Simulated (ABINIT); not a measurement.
# BN (Qingsongite): G0W0 with ABINIT, start to end, part 2 of 3

Wanted: ground state, empty states, screening and self-energy for BN (Qingsongite).

ABINIT 10.8.3; PBE and many-body steps on it, plane waves. Known limits of the many-body steps: not at the basis limit; coarse k mesh.

So far. Step 2 (Ground state): The gap is indirect, with the least direct gap 4.34 eV higher.

## (3) Bands along the symmetry lines

Level of this step: DFT, PBE, plane waves, norm-conserving pseudopotentials (ABINIT).

The cheap functional maps the bands first; the places of the edges decide which points the dearer methods must see.

run.abi reads:

```
acell 3*1.0 Angstrom
rprim 
  -0.000000000000 1.807500000000 1.807500000000
  1.807500000000 0.000000000000 1.807500000000
  1.807500000000 1.807500000000 -0.000000000000
ntypat 2
znucl 5 7
natom 2
typat 1 2
xred 
  0.000000000000 0.000000000000 0.000000000000
  0.250000000000 0.250000000000 0.250000000000
pp_dirpath "pseudos"
pseudos "B.upf, N.upf"
ecut 36
iscf -2
irdden 1
kptopt 0
nkpt 50
kpt 
  0.00000000 0.00000000 0.00000000
  -0.06250000 -0.06250000 0.00000000
  -0.12500000 -0.12500000 0.00000000
  -0.18750000 -0.18750000 0.00000000
  -0.25000000 -0.25000000 0.00000000
  -0.31250000 -0.31250000 0.00000000
  -0.37500000 -0.37500000 0.00000000
  -0.43750000 -0.43750000 0.00000000
  -0.50000000 -0.50000000 0.00000000
  -0.48437500 -0.48437500 0.03125000
  -0.46875000 -0.46875000 0.06250000
  -0.45312500 -0.45312500 0.09375000
  -0.43750000 -0.43750000 0.12500000
  -0.42187500 -0.42187500 0.15625000
  -0.40625000 -0.40625000 0.18750000
  -0.39062500 -0.39062500 0.21875000
  -0.37500000 -0.37500000 0.25000000
  -0.37500000 0.00000000 0.37500000
  -0.32812500 0.00000000 0.32812500
  -0.28125000 0.00000000 0.28125000
  -0.23437500 0.00000000 0.23437500
  -0.18750000 0.00000000 0.18750000
  -0.14062500 0.00000000 0.14062500
  -0.09375000 0.00000000 0.09375000
  -0.04687500 0.00000000 0.04687500
  0.00000000 0.00000000 0.00000000
  0.00000000 0.00000000 0.06250000
  0.00000000 0.00000000 0.12500000
  0.00000000 0.00000000 0.18750000
  0.00000000 0.00000000 0.25000000
  0.00000000 0.00000000 0.31250000
  0.00000000 0.00000000 0.37500000
  0.00000000 0.00000000 0.43750000
  -0.00000000 -0.00000000 0.50000000
  -0.06250000 -0.03125000 0.46875000
  -0.12500000 -0.06250000 0.43750000
  -0.18750000 -0.09375000 0.40625000
  -0.25000000 -0.12500000 0.37500000
  -0.31250000 -0.15625000 0.34375000
  -0.37500000 -0.18750000 0.31250000
  -0.43750000 -0.21875000 0.28125000
  -0.50000000 -0.25000000 0.25000000
  -0.50000000 -0.28125000 0.21875000
  -0.50000000 -0.31250000 0.18750000
  -0.50000000 -0.34375000 0.15625000
  -0.50000000 -0.37500000 0.12500000
  -0.50000000 -0.40625000 0.09375000
  -0.50000000 -0.43750000 0.06250000
  -0.50000000 -0.46875000 0.03125000
  -0.50000000 -0.50000000 0.00000000
istwfk *1
nband 11
nbdbuf 2
tolwfr 1e-08
nstep 40
prtwf 0
prtvol 0
indata_prefix "in"
outdata_prefix "out"
tmpdata_prefix "tmp"
```

Command:

```console
$ OMP_NUM_THREADS=1 mpirun -n 4 abinit run.abi > log
```

Numbers of over 12 decimals in the logs are rounded to 6 here.

Output:

```text
.Version 10.8.3 of ABINIT. v10.8.2 released Aug 2026.

 Symmetries : space group F-4 3 m (#216); Bravais cF (face-center cubic)
[... echo of the input left out ...]
== DATASET  1 ==================================================================
-   mpi_nproc: 4, omp_nthreads: 1 (-1 if OMP is not activated)

--- !DatasetInfo
iteration_state: {dtset: 1, }
dimensions: {natom: 2, nkpt: 50, mband: 11, nsppol: 1, nspinor: 1, nspden: 1, mpw: 869, }
cutoff_energies: {ecut:  36.0, pawecutdg:  -1.0, }
electrons: {nelect:   8.00000000E+00, charge:   0.00000000E+00, occopt:   1.00000000E+00, tsmear:   1.00000000E-02, }

 Real(R)+Recip(G) space primitive vectors, cartesian coordinates (Bohr,Bohr^-1):
 R(1)=  0.0000000  3.4156800  3.4156800  G(1)= -0.1463837  0.1463837  0.1463837
 R(2)=  3.4156800  0.0000000  3.4156800  G(2)=  0.1463837 -0.1463837  0.1463837
 R(3)=  3.4156800  3.4156800  0.0000000  G(3)=  0.1463837  0.1463837 -0.1463837
 Unit cell volume ucvol=  7.9700586E+01 bohr^3
 Angles (23,13,12)=  6.00000000E+01  6.00000000E+01  6.00000000E+01 degrees

 getcut: wavevector=  0.0000  0.0000  0.0000  ngfft=  30  30  30
         ecut(hartree)=     36.000   => boxcut(ratio)=   2.30194

 getcut : COMMENT -
  Note that boxcut > 2.2 ; recall that boxcut=Gcut(box)/Gcut(sphere) = 2
  is sufficient for exact treatment of convolution.
  Such a large boxcut is a waste : you could raise ecut
  e.g. ecut=   47.690509 Hartrees makes boxcut=2

--- Pseudopotential description ------------------------------------------------
- B Generated using ONCVPSP code by D. R. Hamann
-  5.00000   3.00000  171031                  znucl, zion, pspdat
12 -101130 1 -1 1534                          pspcod,pspxc,lmax,lloc,mmax
     nproj     2     2
  pspatm : epsatm=    3.38844616
         --- l  ekb(1:nproj) -->
             0    8.382104    1.234201
             1   -3.719492   -0.867526
 pspatm: atomic psp has been read  and splines computed

- N Generated using ONCVPSP code by D. R. Hamann
-  7.00000   5.00000  171031                  znucl, zion, pspdat
12 -101130 1 -1 1058                          pspcod,pspxc,lmax,lloc,mmax
     nproj     2     2
  pspatm : epsatm=    5.20977870
         --- l  ekb(1:nproj) -->
             0    7.494509    0.636305
[...]
pspatm: atomic psp has been read  and splines computed

--------------------------------------------------------------------------------

================================================================================
 prteigrs : about to open file out_EIG
 Non-SCF case, kpt    1 (  0.00000  0.00000  0.00000), residuals and eigenvalues=
  3.63E-09  1.60E-09  3.17E-09  5.09E-09  1.41E-09  2.39E-09  4.64E-09  8.61E-09
[...]
-4.4062E-01  3.0209E-01  3.0209E-01  3.0209E-01  6.2836E-01  6.2836E-01
  6.2836E-01  6.8304E-01  1.2115E+00  1.3357E+00  1.3401E+00
[...]
2.44E-09  5.19E-10  7.21E-10  4.52E-09  4.15E-09  4.50E-09  5.55E-09  6.02E-09
[...]
-4.2207E-01  2.5628E-01  2.6132E-01  2.6132E-01  6.0371E-01  6.8440E-01
  6.8440E-01  7.2542E-01  1.0748E+00  1.2549E+00  1.3632E+00
[...]
Non-SCF case, kpt   49 ( -0.50000 -0.46875  0.03125), residuals and eigenvalues=
[...]
-2.3481E-01 -2.4246E-02  1.1910E-01  1.1965E-01  4.7418E-01  6.4952E-01
  9.5633E-01  9.5955E-01  1.0628E+00  1.2999E+00  1.5362E+00
 Non-SCF case, kpt   50 ( -0.50000 -0.50000  0.00000), residuals and eigenvalues=
[...]
-2.3521E-01 -2.5226E-02  1.2176E-01  1.2176E-01  4.6875E-01  6.4539E-01
  9.6028E-01  9.6028E-01  1.0651E+00  1.3031E+00  1.5460E+00

--- !ResultsGS
iteration_state: {dtset: 1, }
comment   : Summary of ground state results
lattice_vectors:
- [ -0.0000000,   3.4156800,   3.4156800, ]
- [  3.4156800,   0.0000000,   3.4156800, ]
- [  3.4156800,   3.4156800,  -0.0000000, ]
lattice_lengths: [   4.83050,    4.83050,    4.83050, ]
lattice_angles: [ 60.000,  60.000,  60.000, ] # degrees, (23, 13, 12)
lattice_volume:   7.9700586E+01
convergence: {deltae:  0.000E+00, res2:  0.000E+00, residm:  9.954E-09, diffor:  0.000E+00, }
etotal    :  -1.34025025E+01
entropy   :   0.00000000E+00
fermie    :   3.02092262E-01
cartesian_stress_tensor: null
pressure_GPa: null
xred      :
- [  0.0000E+00,   0.0000E+00,   0.0000E+00,  B]
- [  2.5000E-01,   2.5000E-01,   2.5000E-01,  N]
cartesian_forces: null
force_length_stats: {min: null, max: null, mean: null, }

 Integrated electronic density in atomic spheres:
 ------------------------------------------------
 Atom  Sphere_radius  Integrated_density
[...]
================================================================================

 ----iterations are completed or convergence reached----

 Mean square residual over all n,k,spin=   42.205E-10; max=  99.540E-10
 reduced coordinates (array xred) for    2 atoms
[...]
cartesian coordinates (angstrom) at end:
    1      0.000000     0.000000     0.000000
    2      0.903750     0.903750     0.903750
 length scales=  1.889726125908  1.889726125908  1.889726125908 bohr
              =  1.000000000000  1.000000000000  1.000000000000 angstroms
 prteigrs : about to open file out_EIG
 Eigenvalues (hartree) for nkpt=  50  k points:
 kpt#   1, nband= 11, wtk=  1.00000, kpt=  0.0000  0.0000  0.0000 (reduced coord)
[...]
kpt#   2, nband= 11, wtk=  1.00000, kpt= -0.0625 -0.0625  0.0000 (reduced coord)
[...]
kpt#   3, nband= 11, wtk=  1.00000, kpt= -0.1250 -0.1250  0.0000 (reduced coord)
[...]
kpt#  49, nband= 11, wtk=  1.00000, kpt= -0.5000 -0.4687  0.0313 (reduced coord)
  -0.23481   -0.02425    0.11910    0.11965    0.47418    0.64952    0.95633    0.95955
   1.06281    1.29990    1.53616
 kpt#  50, nband= 11, wtk=  1.00000, kpt= -0.5000 -0.5000  0.0000 (reduced coord)
  -0.23521   -0.02523    0.12176    0.12176    0.46875    0.64539    0.96028    0.96028
   1.06505    1.30307    1.54598

== END DATASET(S) ==============================================================
================================================================================

 -outvars: echo values of variables after computation  --------
            nband          11
             nkpt          50
          spgroup         216
 [... the other variables as echoed above ...]

 Calculation completed.
```

Elapsed: 3.7 s, on 4 MPI ranks of Arm Neoverse V1, shared host; peak memory 0.23 GiB.

Numbers from this step:

```yaml
gap: 4.535 eV
k_of_the_valence_top: 0, 0, 0
k_of_the_conduction_bottom: -0.5, -0.5, 0
least_direct_gap: 8.878 eV
```

The gap is 4.535 eV, as in the run before at this level.

Electronic bands along the path, in eV, zero at the top of the highest filled band; v1 is the highest filled band, c1 the lowest empty one:

| point | v4 | v3 | v2 | v1 | c1 | c2 | c3 | c4 |
| --- | --- | --- | --- | --- | --- | --- | --- | --- |
| Γ | -20.21 | 0.00 | 0.00 | 0.00 | 8.88 | 8.88 | 8.88 | 10.37 |
| halfway | -18.25 | -3.97 | -3.01 | -3.01 | 6.86 | 11.62 | 13.48 | 13.48 |
| X | -14.62 | -8.91 | -4.91 | -4.91 | 4.54 | 9.34 | 17.91 | 17.91 |
| halfway | -14.55 | -8.69 | -5.96 | -4.69 | 5.49 | 10.28 | 17.32 | 17.54 |
| U | -14.54 | -8.12 | -7.66 | -4.08 | 6.98 | 12.95 | 15.84 | 16.68 |
| jump to K | -14.54 | -8.12 | -7.66 | -4.08 | 6.98 | 12.95 | 15.84 | 16.68 |
| halfway | -18.03 | -5.73 | -3.91 | -1.12 | 10.71 | 10.76 | 11.24 | 13.58 |
| Γ | -20.21 | 0.00 | 0.00 | 0.00 | 8.88 | 8.88 | 8.88 | 10.37 |
| halfway | -18.73 | -5.47 | -1.13 | -1.13 | 9.70 | 10.40 | 10.40 | 13.57 |
| L | -15.99 | -10.68 | -1.94 | -1.94 | 10.21 | 10.78 | 10.78 | 15.26 |
| halfway | -15.29 | -9.69 | -4.82 | -3.45 | 9.66 | 11.24 | 14.40 | 15.79 |
| W | -14.31 | -7.58 | -6.96 | -6.50 | 9.65 | 13.35 | 14.61 | 14.69 |
| halfway | -14.47 | -8.49 | -5.77 | -5.71 | 6.58 | 11.00 | 16.25 | 17.43 |
| X | -14.62 | -8.91 | -4.91 | -4.91 | 4.54 | 9.34 | 17.91 | 17.91 |

The electronic bands as a text plot (rows in eV, shown from -8.0 to 10.5 only):

```
   10.1 |+ ++     +    +      ++ ++++ ++   +++++++++++        ++
    9.4 | +        ++++     ++     +++  +++++         ++++++    +
    8.6 |++                           ++                    +
    7.8 |  +++             +
    7.1 |     ++          +
    6.3 |       ++       +                                   +
    5.5 |         +    ++                                     +
    4.7 |          ++++                                        ++
    4.0 |
    3.2 |
    2.4 |
    1.7 |
    0.9 |
    0.1 |*                         ******
   -0.7 | *                      **  *  ****
   -1.4 |  **                   *  **       ****
   -2.2 |    *                ** ****    **     *****
   -3.0 |     **            **                      **
   -3.8 |     ****        **    ***        *         **
   -4.5 |         ********                            **
   -5.3 |       **    *       **            *           *     ***
   -6.1 |              **   **  *                      * * ***
   -6.8 |         *           **                        ****
   -7.6 |                ***                 **          ***
         Γ           X  U|K            Γ         L        W     X
```

## (4) Empty states on the mesh, 6×6×6 mesh, 99 bands

The sums over transitions need many empty states on a uniform mesh; this step solves for them.

run.abi reads:

```
acell 3*1.0 Angstrom
rprim 
  -0.000000000000 1.807500000000 1.807500000000
  1.807500000000 0.000000000000 1.807500000000
  1.807500000000 1.807500000000 -0.000000000000
ntypat 2
znucl 5 7
natom 2
typat 1 2
xred 
  0.000000000000 0.000000000000 0.000000000000
  0.250000000000 0.250000000000 0.250000000000
pp_dirpath "pseudos"
pseudos "B.upf, N.upf"
ecut 36
ngkpt 6 6 6
nshiftk 1
shiftk 0 0 0
kptopt 1
chksymbreak 0
irdden 1
istwfk *1
nband 99
prtvol 0
optdriver 6
gwr_task "HDIAGO"
paral_kgb 0
occopt 1
indata_prefix "in"
outdata_prefix "out"
tmpdata_prefix "tmp"
```

Output:

```text
[banner, memory and clock lines left out]
.Version 10.8.3 of ABINIT. v10.8.2 released Aug 2026.

 Symmetries : space group F-4 3 m (#216); Bravais cF (face-center cubic)
[... echo of the input left out ...]
== DATASET  1 ==================================================================
-   mpi_nproc: 4, omp_nthreads: 1 (-1 if OMP is not activated)

--- !DatasetInfo
iteration_state: {dtset: 1, }
dimensions: {natom: 2, nkpt: 16, mband: 99, nsppol: 1, nspinor: 1, nspden: 1, mpw: 869, }
cutoff_energies: {ecut:  36.0, pawecutdg:  -1.0, }
electrons: {nelect:   8.00000000E+00, charge:   0.00000000E+00, occopt:   1.00000000E+00, tsmear:   1.00000000E-02, }

.Using double precision arithmetic; gwpc =  8

- Reading GS density from: in_DEN

--- Pseudopotential description ------------------------------------------------
- B Generated using ONCVPSP code by D. R. Hamann
-  5.00000   3.00000  171031                  znucl, zion, pspdat
12 -101130 1 -1 1534                          pspcod,pspxc,lmax,lloc,mmax
     nproj     2     2
  pspatm : epsatm=    3.38844616
         --- l  ekb(1:nproj) -->
             0    8.382104    1.234201
             1   -3.719492   -0.867526
 pspatm: atomic psp has been read  and splines computed

- N Generated using ONCVPSP code by D. R. Hamann
-  7.00000   5.00000  171031                  znucl, zion, pspdat
12 -101130 1 -1 1058                          pspcod,pspxc,lmax,lloc,mmax
     nproj     2     2
  pspatm : epsatm=    5.20977870
         --- l  ekb(1:nproj) -->
             0    7.494509    0.636305
             1   -4.293905   -1.006988
 pspatm: atomic psp has been read  and splines computed

   6.87857989E+01                                ecore*ucvol(ha*bohr**3)

 Total charge density [el/Bohr^3]
)     Maximum=    5.6373E-01  at reduced coord.    0.2000    0.2000    0.4000
)     Minimum=    7.6975E-03  at reduced coord.    0.0000    0.0000    0.0000
   Integrated=    8.0000E+00

 === KS gaps after direct diagonalization ===
 Indirect band gap semiconductor
 Fundamental gap:     4.535 (eV)
   VBM:     8.220 (eV) at k: [ 0.0000E+00,  0.0000E+00,  0.0000E+00]
   CBM:    12.755 (eV) at k: [ 5.0000E-01,  5.0000E-01,  0.0000E+00]
 Direct gap:         8.878 (eV) at k: [ 0.0000E+00,  0.0000E+00,  0.0000E+00]

== END DATASET(S) ==============================================================

 -outvars: echo values of variables after computation  --------
           etotal      0.0000000000E+00
            nband          99
             nkpt          16
          spgroup         216
 [... the other variables as echoed above ...]

 Calculation completed.
```

Wall time 5.2 s (4 MPI ranks); peak memory 0.38 GiB; 20 s of CPU time.

Numbers from this step:

```yaml
gap: 4.535 eV
k_of_the_valence_top: 0, 0, 0
k_of_the_conduction_bottom: 0.5, 0.5, 0
least_direct_gap: 8.878 eV
k_points_computed: 16
lowest_point_of_the_top_converged_band_above_the_valence_top: 192.0699 eV
```

On this mesh the gap is 4.535 eV.

## (5) Screening, 6×6×6 mesh, 91 bands, screening to 261.2 eV

The RPA dielectric matrix is built and inverted for each q.

This step: RPA screening on PBE, plane waves, norm-conserving pseudopotentials.

run.abi, as its differences from that of step 4:

```diff
@@ -20,10 +20,11 @@
 chksymbreak 0
-irdden 1
 istwfk *1
-nband 99
-prtvol 0
-optdriver 6
-gwr_task "HDIAGO"
-paral_kgb 0
 occopt 1
+irdwfk 1
+optdriver 3
+nband 91
+ecuteps 9.6
+inclvkb 2
+awtr 1
+symchi 1
 indata_prefix "in"
```

Output:

```text
.Version 10.8.3 of ABINIT. v10.8.2 released Aug 2026.

 Symmetries : space group F-4 3 m (#216); Bravais cF (face-center cubic)
[... echo of the input left out ...]
== DATASET  1 ==================================================================
-   mpi_nproc: 4, omp_nthreads: 1 (-1 if OMP is not activated)

--- !DatasetInfo
iteration_state: {dtset: 1, }
dimensions: {natom: 2, nkpt: 16, mband: 91, nsppol: 1, nspinor: 1, nspden: 1, mpw: 869, }
cutoff_energies: {ecut:  36.0, pawecutdg:  -1.0, }
electrons: {nelect:   8.00000000E+00, charge:   0.00000000E+00, occopt:   1.00000000E+00, tsmear:   1.00000000E-02, }

 SCREENING: Calculation of the susceptibility and dielectric matrices

 Based on a program developped by R.W. Godby, V. Olevano, G. Onida, and L. Reining.
 Incorporated in ABINIT by V. Olevano, G.-M. Rignanese, and M. Torrent.
.Using double precision arithmetic ; gwpc =  8

[... cell and pseudopotentials left out ...]
--------------------------------------------------------------------------------

 ==== K-mesh for the wavefunctions ====
 Number of points in the irreducible wedge :    16
[... list of points left out ...]
 Together with 24 symmetry operations and time-reversal symmetry
 yields   216 points in the full Brillouin Zone.

 ==== Q-mesh for the screening function ====
 Number of points in the irreducible wedge :    16
[... list of points left out ...]
 Together with 24 symmetry operations and time-reversal symmetry
 yields   216 points in the full Brillouin Zone.

 setmesh: FFT mesh size selected  =    20x   20x   20
          total number of points  =         8000

 vcoul_init : cutoff-mode = AUXILIARY_FUNCTION
 q-points for optical limit:   1
     1)      0.000010    0.000020    0.000030

- screening: taking advantage of time-reversal symmetry
- Maximum band index for partially occupied states nbvw = 4
- Remaining bands to be divided among processors   nbcw = 87
- Number of bands treated by each node ~21

 Number of electrons calculated from density =    8.0000; Expected =    8.0000
 average of density, n =  0.100376
 r_s =    1.3348
 omega_plasma =   30.5612 [eV]

 calculating chi0 at frequencies [eV] :
  1    0.000000E+00    0.000000E+00
  2    0.000000E+00    3.056116E+01

--------------------------------------------------------------------------------
  q-point number  1        q = ( 0.000000, 0.000000, 0.000000) [r.l.u.]
--------------------------------------------------------------------------------
[... chi0 elements left out ...]
 For q-point:  0.000010 0.000020 0.000030
  dielectric constant =   4.3902
  dielectric constant without local fields =   4.7430

  Average fulfillment of the sum rule on Im[epsilon] for q-point    1 :     92.40  [%]
[... wings left out ...]
  q-point number  2        q = ( 0.166667, 0.000000, 0.000000) [r.l.u.]
--------------------------------------------------------------------------------
[... chi0 elements left out ...]
  Average fulfillment of the sum rule on Im[epsilon] for q-point    2 :     98.59  [%]

 [... 14 further q-points ...]
```

Elapsed: 15 s, on 4 MPI ranks; peak memory 0.5 GiB.

This step gave:

| Item | Value |
| --- | --- |
| ε∞ with local fields, on this mesh, along the program's q direction | 4.390 |
| the same without local fields | 4.743 |
| plasma frequency | 30.56 eV |
| plane waves in the screening matrix | 113 |

Local fields lower ε∞ by 7 %. On a Γ-centred mesh this coarse the value itself is usually too large, while a short band sum pulls it down.

(Part 2 of 3 ends here.)

[Paths, hosts, dates, memory and timing lines, banners, echoed tables and standing remarks are left out of the program output.]

[Logs are printed without paths, hosts, clocks, repeated set-up lines and the standing remarks that a program may print on its own settings, such as how far it seeks lower states.]

[Runs of the session that timed out or met a known fault of the program may be left out.]

[Hosts, paths, dates, database ids (printed as entryN), source tags and the programs' standing remarks are cut or masked in the printed files.]

[G0W0 gaps are taken among the corrected bands and points alone; a level outside them can change the order at an edge.]

[Where Ansatz stands beside ABINIT at settings called matched, ABINIT's density can come from a denser mesh and the files from another edition; pairs whose starting gaps differed by over 0.03 eV were left out, so agreement reads better than it is.]
